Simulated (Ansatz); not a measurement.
# Si: moving Si off its site

Si, Ia-3, a = 6.647 Å. This isn't the element's structure at ambient conditions. Ansatz: r2SCAN, PAW, 500 eV, Γ-centred 8×8×8 mesh on 8 atoms, Gaussian smearing 0.15 eV; no spin polarisation.

```yaml
crystal:
  lattice:
    - [-3.32361, 3.32361, 3.32361]
    - [3.32361, -3.32361, 3.32361]
    - [3.32361, 3.32361, -3.32361]
  atoms:
    - { symbol: Si, position: [0.20140, 0.20140, 0.20140] }
    - { symbol: Si, position: [0.50000, 0.00000, 0.29860] }
    - { symbol: Si, position: [0.29860, 0.50000, 0.00000] }
    - { symbol: Si, position: [0.00000, 0.29860, 0.50000] }
    - { symbol: Si, position: [0.79860, 0.79860, 0.79860] }
    - { symbol: Si, position: [0.50000, 0.00000, 0.70140] }
    - { symbol: Si, position: [0.70140, 0.50000, 0.00000] }
    - { symbol: Si, position: [0.00000, 0.70140, 0.50000] }
```

Atom 1 (Si) moves by x along the unit vector (-0.577, -0.577, -0.577), with its periodic images; all else is held. y is the free energy of the cell over the start, F the force along the path summed over the moved atoms.

```tsv
x (Å)	y (meV)	F (eV/Å)
-0.2000	?	?
-0.1333	75.7	1.00
-0.0667	21.2	0.60
0.0000	0.0	-0.01
0.1333	119.7	-1.97
0.2000	296.3	-3.38
```

Q: Fit y = c2 x² + c3 x³ + c4 x⁴ to the energies of the other rows, give the force constant, and predict energy and force of the missing row.

A: Least squares on the rows shown. y = 5448.8 x² + 9281.1 x³ + 2576.5 x⁴. The force constant is 2 c2 = 10.9 eV/Å² (for all images moving together, not for a lone atom). The force −dy/dx at the missing row is 1.15 eV/Å (computed 1.22). At x = -0.2000 the fit asked for gives 147.8 meV. The run gave 150.8 meV, so the fit is 3.0 meV too low, 1 % of the span of the series, against an rms of 0.2 meV on the fitted rows. The row lies outside the fitted range. With a term in x⁵ added, a fit to the same known rows (none to spare) predicts 156.0 meV, which misses by about as much or more on the other side: the known rows don't fix the higher terms.

Cost: 6 runs of about 8 core-minutes in all, on AMD EPYC 7R43 (Zen 3) (shared hosts).

The well is clearly lopsided: a displacement of 0.1333 Å costs 119.7 meV in the positive direction but only 75.7 meV in the negative one, and the restoring force differs by about a factor of two. The geometry explains this. The path runs along the bond that joins atom 1 to its inversion partner, atom 5, so positive x compresses that bond and negative x stretches it. Pauli repulsion between the bonding electron pairs and reduced screening of the cores make compression steep, while the covalent attraction weakens as orbital overlap falls on stretching. The atom's other bonds lie nearly across the path and are mainly bent, which in a tetrahedrally bonded network costs less than stretching. The axial bond therefore probably supplies most of the stiffness and of the cubic term. The near-zero force at the start shows that the atom is balanced along this line, but the curvature gives no phonon frequency, because a normal mode would also involve the other sublattices.
